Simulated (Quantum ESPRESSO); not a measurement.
Crystal: SnTe.

```
Te Sn
1.0
     0.00000    3.15085    3.15085
     3.15085    0.00000    3.15085
     3.15085    3.15085    0.00000
Te Sn
1 1
Direct
  0.50000 0.50000 0.50000
  0.00000 0.00000 0.00000
```

```yaml
Program: Quantum ESPRESSO 7.5
Task: phonons
Functional: AM05
Potentials_or_basis: SG15 PBE 1.2
Cutoff: 952 eV
Density_cutoff: 3810 eV
k_mesh: 7 × 7 × 7
Occupations: gaussian, width 0.136 eV
Spin: no spin polarisation
Mixing_beta: 0.5
Most_SCF_iterations: 120
SCF_threshold: 4e-10 Ry
```

The first run showed a gap, so the response started from a second, tighter run with fixed occupations.

Problem. Where do the zone-centre optical modes lie?

Solution. T1u at 10i cm⁻¹ (IR). Polar modes are given without the macroscopic field (transverse values).

Optical modes at Γ, degenerate ones joined, polar ones without the macroscopic field:
| cm⁻¹ | components | symmetry | active in | IR intensity, summed ((D/Å)²/amu) |
| --- | --- | --- | --- | --- |
| 10i | 3 | T1u | IR | 60.09 |

Zone-centre frequencies without and with the macroscopic field along z (cm⁻¹):
```
                optical modes in rising order
       without                    10i 10i 10i
with the field                    10i 10i 111
```

Caveat: the gap is small at this level, which inflates the dielectric constant; this odd mesh misses L, where the gap lies, so gap, dielectric constants and Born charges aren't listed.
